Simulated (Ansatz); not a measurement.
Crystal: SrO.

```xyz
2
Lattice="0.0000 2.5663 2.5663 2.5663 0.0000 2.5663 2.5663 2.5663 0.0000" Properties=species:S:1:pos:R:3 pbc="T T T"
Sr    2.5663    2.5663    2.5663
O     0.0000    0.0000    0.0000
```

Program: Ansatz 0.2.0. Alike in all runs: potentials or basis Ansatz PAW; cell as given. Hardware: 2 threads of Arm Neoverse V2 (shared host).

Order these runs on this cell by their wall time, lowest first.
A. task single point; level PBE; spin off; k mesh 9 × 9 × 9; cutoff (eV) 420; smearing gaussian 0.023 eV
B. task band structure; level r2SCAN; spin off; k mesh 9 × 9 × 9; cutoff (eV) 500; smearing fermi-dirac 0.05 eV; points for each segment of the path 14
C. task band structure; level r2SCAN; spin SOC, no magnetisation; k mesh 7 × 7 × 7; cutoff (eV) 500; smearing fermi-dirac 0.05 eV; points for each segment of the path 14
D. task band structure; level PBEsol; spin SOC, no magnetisation; k mesh 7 × 7 × 7; cutoff (eV) 420; smearing fermi-dirac 0.05 eV; points for each segment of the path 14
E. task band structure; level RPBE; spin off; k mesh 9 × 9 × 9; cutoff (eV) 420; smearing fermi-dirac 0.05 eV; points for each segment of the path 14

A (0.46 s), E (1.1 s), B (3.2 s), D (8.1 s), C (17 s).
